The energy change in this table is the energy of an AlPt cell whose aluminium atom has been moved, less the energy of the same cell with aluminium at the centre of its cube of eight platinum atoms. It comes from density functional theory without spin polarisation. The cell was held fixed while every aluminium atom in the crystal moved by the same displacement $x$ towards a cube face. The force is the one on aluminium, counted as positive in the direction in which $x$ increases, and the pressure is positive when the cell pushes outwards.

AlPt (CsCl type, a = 3.09 Å), with the Al sublattice shifted along Cartesian (-1, 0, 0) in a fixed cell not relaxed at this level. Ansatz 0.2.0, plane-wave PAW, PBEsol, scalar-relativistic, no spin polarisation, cutoff 420 eV, 16×16×16 k mesh, Gaussian smearing 0.15 eV. Energies are free energies relative to the unshifted cell; pressure is positive in compression.

```
displacement (Å)  energy change (eV a cell)  force along direction (eV/Å summed over the moved atoms)  pressure (GPa)
            -0.5                      0.485                                                     2.047            8.67
           -0.25                      0.115                                                     0.941           -1.93
               0                      0.000                                                     0.000           -5.69
           0.125                      0.028                                                    -0.455           -4.74
          0.3125                      0.182                                                    -1.202            0.13
           0.375                      0.266                                                    -1.476            2.61
          0.4375                      0.367                                                    -1.758            5.46
```

A mirror plane passes through the centre of the cube, so a shift to one side must cost the same as an equal shift to the other. The sign of the displacement therefore carries no physics, and the rows belong in order of the size of the shift. The row at -0.5 Å is then simply the far end of a single curve, just beyond the row at 0.4375 Å. In this order the energy, the size of the force and the pressure all rise from row to row.

Because the aluminium sublattice moves as a rigid body, no Al–Al or Pt–Pt distance changes. Only the contacts between aluminium and platinum do: four become shorter and four become longer. At the largest shift the short ones have lost 0.25 Å and the long ones have gained 0.32 Å. The question is what this trade costs, and why the cost shows up as pressure as well as energy.

For a very small shift, whatever the four short contacts gain or lose in energy is undone by the four long ones, to first order. This is why the force vanishes at the centre, but it doesn't yet make the centre a minimum, since a ball balanced on a hilltop feels no force either. The force settles the matter: it points back to the centre in all six displaced rows. On this path there is a single well, with no sign of the double well of a crystal that turns polar by itself.

A simple chemical picture can account for the well. Each Al–Pt contact resists being squeezed more strongly the shorter it gets, while a stretched contact loses bonding. In polar oxides an off-centre ion can win back this cost through new covalent bonds on one side and through long-range electric fields. In a metal such as AlPt the conduction electrons screen such fields. This part is argued from general theory, as the calculation doesn't separate the contributions.

A well that is symmetric about its centre looks like a spring when the shift is small:

$$E \approx \tfrac{1}{2}kx^2, \qquad F = -kx,$$

where $E$ is the energy change, $F$ the force and $k$ the spring constant. The force at 0.125 Å fixes the constant, $k = 0.455/0.125 = 3.64$ eV/Å². At a shift of 0.5 Å the spring then stores $\tfrac{1}{2}\times 3.64\times 0.5^2 = 0.455$ eV. The full calculation gives 0.485 eV, about 7 % more than the spring, although the estimate used nothing but the force at a quarter of that distance.

The excess means that the well hardens. A single contact is lopsided, stiffer in compression than in tension, but the mirror symmetry cancels every odd power of $x$ in the total energy. The first correction to the parabola is therefore a small term in $x^4$. Such a term raises the force per shift by twice the fraction by which it raises the energy, and the force per shift indeed grows by 12 % between 0.125 and 0.5 Å. The printed output after the text sets the spring beside every row.

The pressure responds far more visibly, and the picture of separate contacts suggests why. When four contacts are squeezed and four stretched, the extra push of the short ones should outweigh the extra pull of the long ones, because repulsion steepens quickly at short distance. Reversing the shift only exchanges the two groups, so this surplus push has the same size and sign on both sides. It must therefore start as the square of the shift. The numbers bear this out: the pressure change divided by $x^2$ stays between 57 and 61 GPa/Å² in all displaced rows.

What the rise in pressure means can be stated without any picture of separate bonds. Pressure is $P = -\partial E_{\mathrm{tot}}/\partial V$, with $E_{\mathrm{tot}}$ the total energy of the cell, $V$ its volume and the atoms held at fixed fractions of the cell edge. Subtracting the undisturbed cell gives

$$\Delta P = -\frac{\partial E}{\partial V}, \qquad \frac{V\,\Delta P}{E} = -\frac{\partial \ln E}{\partial \ln V}.$$

A rise in pressure thus says that the same fractional shift would cost more in a smaller cell. The ratio comes out near 6, so one per cent less volume makes the shift about 6 % dearer. If compression made the shift cheaper instead, the pressure would fall as the atoms moved.

This matters for reading the well itself, because the cell isn't at its preferred size. At the centre the pressure is -5.69 GPa, which means that the cell is stretched and would shrink if it were free to. A relaxed cell should therefore hold aluminium more stiffly than the spring constant above suggests. That constant also rests on PAW datasets made for another functional, PBE, and leaves out spin–orbit coupling; the effect of either on it is untested.

The stretched start also explains the row at 0.3125 Å, where the pressure is almost zero. It looks like a point of rest but isn't one, since aluminium is still pulled back with 1.2 eV/Å. The surplus push has merely cancelled the initial tension on average over the three axes. In the same calculation the cell is still under a tension of 2.4 GPa along the shift, and under a compression of 1.4 GPa across it.

The imbalance between the axes fits the way the contacts turn. As aluminium nears a cube face, its four short contacts swing away from the direction of motion and press mainly sideways. The four long ones swing towards that direction, so their pull acts more along it than along either axis across it. At 0.5 Å the stress has risen by 18 GPa across the shift but by only 7 GPa along it. The displaced crystals are accordingly tetragonal in symmetry (P4mm), although the cell edges were kept equal; only the undisturbed row has the cubic group Pm-3m.

Platinum aluminides can form where aluminium wiring meets platinum in a device contact. This calculation doesn't say which structure they take there. For AlPt of the CsCl type, the trend means that a uniform shift of aluminium towards a cube face is resisted and doesn't set in by itself. Shifts in other directions, or patterns in which neighbouring cells move differently, are separate questions, and so is the electrical resistance of the contact.

Output of the analysis:

```
Restoring force and spring estimate (ratios undefined at the centre and printed 0):
     row  size of shift Å  force per shift eV/Å2  spring energy eV  computed less spring eV
    -0.5              0.5                  4.094             0.455                     0.03
   -0.25             0.25                  3.764            0.1138                  0.00125
     0.0                0                      0                 0                        0
   0.125            0.125                   3.64           0.02844               -0.0004375
  0.3125           0.3125                  3.846            0.1777                 0.004266
   0.375            0.375                  3.936            0.2559                  0.01006
  0.4375           0.4375                  4.018            0.3484                  0.01864
Contacts and pressure (ratios undefined at the centre and printed 0):
     row  short Al-Pt Å  long Al-Pt Å  pressure change GPa  pressure change per shift squared GPa/Å2  per cent cost per per cent compression
    -0.5          2.423         2.994                14.36                                     57.44                                   5.459
   -0.25          2.541         2.829                 3.76                                     60.16                                   6.028
     0.0          2.677         2.677                    0                                         0                                       0
   0.125          2.607         2.751                 0.95                                      60.8                                   6.256
  0.3125          2.509         2.869                 5.82                                      59.6                                   5.896
   0.375          2.479          2.91                  8.3                                     59.02                                   5.753
  0.4375           2.45         2.951                11.15                                     58.25                                   5.602
Displaced rows with a restoring force: 6
Rise of force per shift from 0.125 to 0.5 Å in per cent: 12.47
Energy at 0.5 Å above the spring estimate in per cent: 6.593
Energy at 0.5 Å over energy at 0.25 Å (a parabola gives 4): 4.217
Shortening of four contacts at 0.5 Å in Å: 0.254
Lengthening of four contacts at 0.5 Å in Å: 0.3166
Stress change along the shift at 0.5 Å in GPa: 7.23
Stress change across the shift at 0.5 Å in GPa: 17.93
Stress change across over along at 0.5 Å: 2.48
Squared direction cosine of a short contact along the shift at 0.5 Å: 0.1862
Squared direction cosine of a short contact along each cross axis at 0.5 Å: 0.4069
```
